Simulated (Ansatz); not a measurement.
Sb$_{2}$Te$_{3}$:
Space group R-3m, hexagonal axes (No. 166); a = b = 4.338 Å, c = 31.387 Å, α = β = 90.00°, γ = 120.00°

| atom | site | symmetry | x | y | z |
|---|---|---|---|---|---|
| Sb | 6c | 3m | 0.0000 | 0.0000 | 0.3967 |
| Te | 3a | -3m | 0.0000 | 0.0000 | 0.0000 |
| Te | 6c | 3m | 0.0000 | 0.0000 | 0.2157 |
(The calculation used a cell of 5 atoms; values per cell refer to that cell.)

Relaxed with PBE. 

**Question.** HSE06 on this cell (Ansatz, an electronic-structure program, PAW) gives a gap of 0.48 eV. What does PBE give?

**Answer.** 0.19 eV.

Cost on shared cores: the PBE run (SCF on a 8×8×8 mesh, then bands and DOS) around 2.8 core-minutes (rough), the HSE06 run (SCF on 5×5×5, then a few points) very roughly 16 core-minutes; the tasks are unlike.

The cell was relaxed with PBE under the symmetry of its start. Spin–orbit coupling is left out wherever it is not named.

Potentials: the later of the program's two PAW sets.

Ansatz is a plane-wave DFT program.
